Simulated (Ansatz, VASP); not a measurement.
# One calculation of HfN, two programs

File INCAR:

```
PREC     = Accurate       # precision mode
ENCUT    = 520            # plane-wave cutoff, eV
EDIFF    = 1E-7           # SCF threshold, eV
ISMEAR   = 0              # smearing method
SIGMA    = 0.15           # smearing width, eV
LREAL    = False          # projectors in reciprocal space
LASPH    = True           # aspherical terms in the spheres
NELM     = 60             # most SCF steps
ALGO     = Normal         # electronic algorithm
ISIF     = 2              # what is computed and relaxed
LWAVE    = False          # write WAVECAR
LCHARG   = False          # write CHGCAR
GGA      = PE             # functional
NBANDS   = 14             # bands
```

Contents of KPOINTS:

```
Automatic mesh
0
Gamma
  16 16 16
```

The input POSCAR:

```
HfN
1.0
    0.0000000000      2.3267939086      2.2738140414
    2.2738140414      0.0000000000      2.2738140414
    2.2738140414      2.3267939086      0.0000000000
Hf N
1 1
Direct
    0.0003347749     -0.0003347749      0.0003347749
    0.4957340399      0.5042659601      0.4957340399
```

Input for Ansatz:

```yaml
crystal:
  lattice:
    - [0.0, 2.3267939086, 2.2738140414]
    - [2.2738140414, 0.0, 2.2738140414]
    - [2.2738140414, 2.3267939086, 0.0]
  atoms:
    - { symbol: Hf, position: [0.0003347749, -0.0003347749, 0.0003347749] }
    - { symbol: "N", position: [0.4957340399, 0.5042659601, 0.4957340399] }
basis:
  ecutwfc: 520.0
kpoints:
  mp_grid: { grid: [16, 16, 16] }
hamiltonian:
  xc: pbe
  pseudopotentials: { kind: paw, azcp: { folder: soft_1 } }
scf:
  occupations: { method: gaussian, width: 0.15 }
output:
  forces: true
  stress: true
  eigenvalues: true
```

Change from the starting cell: mode 5 frozen in at -0.019 Å, normal strain along y +0.0233.

Alike in both runs: task single point; functional PBE; k mesh 16 × 16 × 16; occupations gaussian, width 0.15 eV; no spin polarisation.

|  | VASP | Ansatz |
| --- | --- | --- |
| version | VASP 6.6.1 | Ansatz 0.2.0 |
| potentials or method | VASP PAW PBE potentials, release 64 (Hf_pv, N) | scalar-relativistic, plane waves, PAW |
| plane-wave cutoff (eV) | 520 | 520 |
| valence electrons in the cell | 15 | 31 |

Ansatz gave:

```
gap on the k mesh at the Fermi level (eV)       : none
pressure (GPa)                                  : -5.4
largest component of the traceless stress (GPa) : 6.17
rms of the force components (eV/Å)              : 0.101
```

Which values does VASP return?

gap on the k mesh at the Fermi level (eV): none; pressure (GPa): -7.7; largest component of the traceless stress (GPa): 6.08; rms of the force components (eV/Å): 0.101.

Atom by atom the forces differ by 0.000 eV/Å (rms over components). A gap of «none» marks a metal or a gap that the smearing closes. The two sets of potentials don't hold the same shells in valence.

The runs have no spin-orbit coupling, so splittings on Hf are missing.
